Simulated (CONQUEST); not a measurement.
**Si2Mo under changes of volume**

One of the cells (13.416 Å³/atom); the others are scaled copies at fixed shape and fractional positions:

```
Mo Si
1.0
     3.20000    0.00000    0.00000
     0.00000    3.20000    0.00000
     0.00000    0.00000    7.86100
Mo Si
2 4
Direct
  0.00000 0.00000 0.00000
  0.50000 0.50000 0.50000
  0.00000 0.00000 0.66700
  0.50000 0.50000 0.16700
  0.00000 0.00000 0.33300
  0.50000 0.50000 0.83300
```

- Program: CONQUEST 1.3
- Functional: LDA
- Potentials or basis: PseudoDojo NC LDA, DZP, grid of 32 × 32 × 80 points
- k mesh: 6 × 6 × 3
- Occupations: fermi-dirac, width 0.05 eV
- Spin: no spin polarisation

```csv
volume (Å³/atom),energy over the lowest point (meV/atom),pressure (GPa),largest force (eV/Å)
12.611,17.22,9.9,0.313
12.879,4.66,5.3,0.371
13.148,0.00,0.1,0.382
13.416,3.39,-4.1,0.408
13.684,?,?,?
13.953,28.65,-11.2,0.448
14.221,49.99,-14.1,0.491
```

**Question.** What does the run at 13.684 Å³/atom give?

**Answer.** Energy over the lowest point 12.96 meV/atom; pressure -7.6 GPa; largest force 0.442 eV/Å.

Worked out: A Birch-Murnaghan fit of order 3 (a polynomial in V^(-2/3)) to the other rows has its minimum at 13.17 Å³/atom with B0 = V·E''(V) = 216 GPa and B' = 4.1 at fixed shape and positions, which overstates the stiffness. It gives 12.93 meV/atom at 13.684 Å³/atom, against the run's 12.96, and -dE/dV = -7.7 GPa, against -7.6.

Energies are extrapolated to zero smearing.

Caveats: the basis of atomic orbitals isn't converged, which shifts pressures, moduli and gaps.
